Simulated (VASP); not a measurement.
HfB2, 3 atoms in the cell. The typed cell holds 3 atoms: a = 3.140 Å, b = 3.140 Å, c = 3.480 Å, α = 90.00°, β = 90.00°, γ = 120.00°.  The cell isn't the ideal one: grid = ENCUT=900 k=18x18x14 ISMEAR=1 SIGMA=0.1 PREC=Accurate EDIFF=1e-08 LREAL=False ADDGRID=False LASPH=True; atoms moved at random, drawn with an rms of 0.1 Å.

```yaml
Program: VASP 6.6.1
Task: single point
Functional: PBEsol
Potentials_or_basis: VASP PAW PBE potentials, release 64 (Hf, B)
Cutoff: 900 eV
k_mesh: 18 × 18 × 14
Occupations: methfessel-paxton, width 0.1 eV
Spin: no spin polarisation
Further_INCAR_settings: ADDGRID = False; ALGO = Normal; EDIFF = 1e-08; NBANDS = 12
```

Potentials or basis: VASP PAW PBE potentials, release 64 (Hf, B).

Run with:

```bash
$ cat potpaw_PBE.64/Hf/POTCAR potpaw_PBE.64/B/POTCAR > POTCAR
$ mpirun -np 1 vasp_std > vasp.out
```

Hardware: 1 thread of Intel(R) Xeon(R) Platinum 8559C (Emerald Rapids), on a shared host.

Estimate the wall time of this run.

Wall time 10 min on 1 thread of Intel(R) Xeon(R) Platinum 8559C (Emerald Rapids), with other jobs on the host, peak memory 1.9 GiB. Counts: scf iterations 14, k points 2272.
